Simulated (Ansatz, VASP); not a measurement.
Ba: VASP beside Ansatz

File INCAR:

```
SYSTEM = Ba
PREC = Accurate
ENCUT = 520
EDIFF = 1E-6
ISMEAR = 0
SIGMA = 0.15
LREAL = .False.
LASPH = .True.
NELM = 80
ALGO = Fast
ISIF = 2
LWAVE = .False.
LCHARG = .False.
GGA = PE
NBANDS = 11
```

File KPOINTS:

```
Automatic mesh
0
Gamma
  15 15 14
  0 0 0
```

The input POSCAR:

```
Ba
1.0
    4.3116136979      0.0000000000      0.0000000000
   -2.1558068490      3.7339669937      0.0000000000
    0.0000000000      0.0000000000      3.9134133000
Ba
1
Direct
    0.0000000000      0.0000000000      0.0000000000
```

Input for Ansatz:

```yaml
crystal:
  lattice:
    - [4.3116136979, 0.0, 0.0]
    - [-2.155806849, 3.7339669937, 0.0]
    - [0.0, 0.0, 3.9134133]
  atoms:
    - { symbol: Ba, position: [0.0, 0.0, 0.0] }
basis:
  ecutwfc: 420
kpoints:
  mp_grid: { grid: [15, 15, 14] }
hamiltonian:
  xc: pbe
scf:
  occupations: { method: gaussian, width: 0.15 }
output:
  forces: true
  stress: true
  eigenvalues: true
```

This isn't the form of Ba at room conditions, which is bcc.

Alike in both runs: task single point; functional PBE; k mesh 15 × 15 × 14; occupations gaussian, width 0.15 eV; no spin polarisation.

```csv
,VASP,Ansatz
version,VASP 6.6.1,Ansatz 0.2.0
potentials or method,"VASP PAW PBE potentials, release 64 (Ba_sv)","scalar-relativistic, plane waves, PAW"
plane-wave cutoff (eV),520,420
valence electrons in the cell,10,10
```

```tsv
	VASP	Ansatz	Ansatz less VASP
gap on the k mesh at the Fermi level (eV)	none	none	-
pressure (GPa)	0.0	-0.1	-0.08
largest component of the traceless stress (GPa)	0.49	0.45	-0.039
```

A gap of «none» marks a metal or a gap that the smearing closes. The functional is the same, so the differences come from potentials, cutoffs and numerics.

Spin-orbit coupling is left out, which matters for the levels of Ba.
